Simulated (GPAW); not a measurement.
Runs of GPAW 26.7.0 on Ga. It takes space group P6/mmm (No. 191, hexagonal). Conventional cell: a = 4.449 Å, b = 4.449 Å, c = 2.765 Å, α = 90.00°, β = 90.00°, γ = 120.00°. Around Ga (site symmetry -6m2) lie 5 Ga at 2.57 to 2.77 Å. The cell was built by a generator and needn't be a form met in nature.

```csv
task,level,potentials or basis,k mesh,cutoff (eV),kernel,response ecut,response k mesh,response bands,data set,gap on the mesh (eV),pressure (GPa)
eps q,RPBE,"the program's PAW data sets (release 1.2.1) made for this functional, pw",6 × 6 × 8,500,RPA,60 eV,11 × 11 × 15,23,-,none,-
single point,LDA,"JTH PAW 2.0, LDA, pw",7 × 7 × 10,600,-,-,-,-,Ga jth,none,(a)
single point,LDA,"PAW data sets generated in the run's folder for this functional, pw",7 × 7 × 10,600,-,-,-,-,-,none,-3.6
single point,LDA,"the program's PAW data sets (release 1.2.1) made for this functional, pw",7 × 7 × 10,600,-,-,-,-,-,none,-3.6
single point,PBE,"GPAW PAW data sets (gpaw-data 1.2.1), pw",7 × 7 × 10,600,-,-,-,-,-,none,0.6
```

Alike in all rows: no spin polarisation; cell as given; smearing fermi-dirac 0.05 eV.

Fill in the values left out.

(a) -4.2.

Caveats: the program truncates these outside data sets (some runs).

A k mesh can miss the band edges, and the runs leave out spin-orbit coupling on Ga.

A gap of «none» marks a metal or a gap under the smearing width.

Not every run made on this cell is shown here.
